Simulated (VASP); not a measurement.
## NaF in VASP 6.6.1, single-point calculation

INCAR

```
SIGMA = 0.01
ALGO = Normal
PREC = Accurate
IBRION = -1
NSW = 0
NBANDS = 14
ISMEAR = 0
ENCUT = 520
EDIFF = 1E-6
METAGGA = R2SCAN
LASPH = .TRUE.
LWAVE = .FALSE.
ISIF = 2
LREAL = .FALSE.
NELM = 75
LCHARG = .FALSE.
ISYM = -1
```

KPOINTS

```
KPOINTS created by Atomic Simulation Environment
0
Gamma
4 4 4
0 0 0
```

POSCAR

```
Na F
 1.0000000000000000
     0.0000000000000000    2.4010000772000000    2.4010000772000000
     2.4010000772000000    0.0000000000000000    2.4010000772000000
     2.4010000772000000    2.4010000772000000    0.0000000000000000
 Na  F
   1   1
Cartesian
  0.0000000000000000  0.0000000000000000  0.0000000000000000
  2.4010000772000000  2.4010000772000000  2.4010000772000000
```

The recommended PBE PAW datasets give the neutral cell 14 valence electrons.

Command

```
mpirun -np 1 vasp_std
```

**Question.** How does this run end, and what does it give?

**Answer.** It converged. Results: gap between bands v and c on the k mesh 6.61 eV; least direct gap on the k mesh 6.61 eV; pressure -6.0 GPa. Band v is the last that the valence electrons fill when counted band by band, and c is the next.

OSZICAR

```
N       E                     dE             d eps       ncg     rms          rms(c)
DAV:   1     0.106162041233E+03    0.10616E+03   -0.78586E+03  1822   0.120E+03
DAV:   2    -0.101617795470E+02   -0.11632E+03   -0.10829E+03  1972   0.349E+02
DAV:   3    -0.160679909966E+02   -0.59062E+01   -0.58935E+01  2290   0.714E+01
DAV:   4    -0.161219108782E+02   -0.53920E-01   -0.53918E-01  1960   0.737E+00
DAV:   5    -0.161225895572E+02   -0.67868E-03   -0.67868E-03  2278   0.815E-01    0.482E+00
DAV:   6    -0.125039500349E+02    0.36186E+01   -0.13338E+00  2112   0.123E+01    0.150E+00
DAV:   7    -0.125149406657E+02   -0.10991E-01   -0.30394E-01  1972   0.570E+00    0.134E+00
DAV:   8    -0.125606527041E+02   -0.45712E-01   -0.25161E-01  1792   0.600E+00    0.120E+00
DAV:   9    -0.125295455438E+02    0.31107E-01   -0.11320E-01  1984   0.397E+00    0.850E-02
DAV:  10    -0.125297462694E+02   -0.20073E-03   -0.33143E-03  1792   0.559E-01    0.809E-02
DAV:  11    -0.125297523576E+02   -0.60881E-05   -0.44984E-04  1882   0.246E-01    0.144E-02
DAV:  12    -0.125297290523E+02    0.23305E-04   -0.14064E-05  2368   0.401E-02    0.463E-03
DAV:  13    -0.125297116204E+02    0.17432E-04   -0.35864E-06  2008   0.172E-02    0.251E-03
DAV:  14    -0.125297099284E+02    0.16921E-05   -0.15108E-07   950   0.410E-03    0.120E-03
DAV:  15    -0.125297090343E+02    0.89402E-06   -0.97206E-08   896   0.279E-03
   1 F= -.12529709E+02 E0= -.12529709E+02  d E =-.135818E-20
```

For comparison, a separate r²SCAN run of the intended cell, on usual settings and not on those above, gives a gap of 6.61 eV on its mesh and a pressure of -6.0 GPa.
